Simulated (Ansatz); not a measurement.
Geometry optimisation in Ansatz: input, command and trajectory.

```yaml
crystal:
  lattice:
    - [3.864112382, -0.0370098494, 0.03839196]
    - [-0.0370098494, 3.8397334874, 0.0149728644]
    - [0.03839196, 0.0149728644, 3.893942935]
  atoms:
    - { symbol: K, position: [0.0076552487, 0.0019170681, -0.0134898036] }
    - { symbol: Cl, position: [0.4923447513, 0.4980829319, 0.5134898036] }
basis:
  ecutwfc: 420
kpoints:
  mp_grid: { grid: [6, 6, 6] }
hamiltonian:
  xc: pbesol
scf:
  occupations: { method: gaussian, width: 0.02 }
output:
  forces: true
  stress: true
  eigenvalues: true
  write_density: true
  write_potential: true
  elf: true
  volumetric_format: npy
relax:
  adjacent_minimum: "off"
  f_tol: 0.02
  max_steps: 40
  cell: { stress_tol: 0.1 }
```

```bash
ansatz run input.yaml --threads 1 --pin off --max-ram 1331MiB --backend cpu --events-out ev --progress --plain --runs-dir out
```

Theory: Ansatz 0.2.0, DFT PBEsol, scalar-relativistic, plane waves, PAW.

Of 5 frames 5 are shown, positions in Å and forces in eV/Å; the SCF threshold varies from step to step. Steps run on the plane waves of an earlier cell, with a Pulay correction in the pressure. The basis is chosen afresh for the last frame, the zero of the energies, and can be on the way; energy and pressure step there, also at an unchanged geometry.

```xyz
2
Lattice="3.8641 -0.0370 0.0384 -0.0370 3.8397 0.0150 0.0384 0.0150 3.8939" Properties=species:S:1:pos:R:3:forces:R:3 pbc="T T T" step=1 free_energy_over_end_meV_per_atom=18.73 pressure_GPa=-1.62
K     0.0290    0.0069   -0.0522   -0.0350   -0.0150    0.0480
Cl    1.9038    1.9020    2.0259    0.0350    0.0150   -0.0480
2
Lattice="3.8140 -0.0337 0.0333 -0.0336 3.8043 0.0125 0.0334 0.0126 3.8252" Properties=species:S:1:pos:R:3:forces:R:3 pbc="T T T" step=2 free_energy_over_end_meV_per_atom=7.88 pressure_GPa=-1.07
K     0.0212    0.0038   -0.0408   -0.0330   -0.0120    0.0510
Cl    1.8857    1.8878    1.9764    0.0330    0.0120   -0.0510
2
Lattice="3.7120 -0.0176 0.0137 -0.0174 3.7229 0.0038 0.0139 0.0039 3.6974" Properties=species:S:1:pos:R:3:forces:R:3 pbc="T T T" step=3 free_energy_over_end_meV_per_atom=2.24 pressure_GPa=0.55
K    -0.0179   -0.0064    0.0272    0.0400    0.0170   -0.0580
Cl    1.8722    1.8610    1.8302   -0.0410   -0.0170    0.0580
2
Lattice="3.7377 -0.0048 0.0038 -0.0047 3.7380 0.0009 0.0038 0.0009 3.7372" Properties=species:S:1:pos:R:3:forces:R:3 pbc="T T T" step=4 free_energy_over_end_meV_per_atom=-0.02 pressure_GPa=0.01
K    -0.0007   -0.0003    0.0009    0.0010    0.0010   -0.0020
Cl    1.8691    1.8674    1.8701   -0.0010   -0.0010    0.0020
2
Lattice="3.7377 -0.0048 0.0038 -0.0047 3.7380 0.0009 0.0038 0.0009 3.7372" Properties=species:S:1:pos:R:3:forces:R:3 pbc="T T T" step=5 free_energy_over_end_meV_per_atom=0.00 pressure_GPa=0.01
K    -0.0007   -0.0003    0.0009    0.0010    0.0010   -0.0020
Cl    1.8691    1.8674    1.8701   -0.0010   -0.0010    0.0020
```

It took 81 s on 1 thread of Arm Neoverse N1 (shared host), peak memory 0.4 GiB.